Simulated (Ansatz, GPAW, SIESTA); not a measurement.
## Mo: 6 runs at one level of theory

```
CELL_PARAMETERS angstrom
-1.58381 1.58381 1.58381
1.58381 -1.58381 1.58381
1.58381 1.58381 -1.58381
ATOMIC_POSITIONS crystal
Mo 0.00000 0.00000 0.00000
```

Alike in all runs: task band structure; functional PBE; k mesh 12 × 12 × 12; occupations fermi-dirac, width 0.05 eV; no spin polarisation; no spin-orbit coupling. Pressure is positive in compression and, in plane waves, holds the error of the finite cutoff, which Ansatz's Pulay term estimates and takes out.

| program and potentials | plane-wave cutoff (eV) | notes | pressure (GPa) |
| --- | --- | --- | --- |
| SIESTA, files PseudoDojo sr-pbe-0.4.1-standard, TZP (energy shift 0.003 Ry; two zetas on semicore shells) | - | atomic basis | -0.05 |
| SIESTA, files PseudoDojo sr-pbe-0.4.1-standard, DZP (energy shift 0.003 Ry; two zetas on semicore shells) | - | atomic basis | 0.99 |
| Ansatz, Ansatz PAW (files of its older set among them) | 640 | - | -1.85 |
| Ansatz, all-electron LAPW, scalar-relativistic | - | - | ? |
| Ansatz, PseudoDojo stringent (PBE files) | 1088 | Pulay term of +0.04 GPa included | -1.61 |
| GPAW, GPAW PAW data sets (gpaw-data 1.2.1) | 600 | - | -2.22 |

Estimate from the other rows what the run with Ansatz, all-electron LAPW, scalar-relativistic gave.

Pressure -1.87 GPa. The other rows, which needn't bracket it: pressure -2.22 to 0.99.
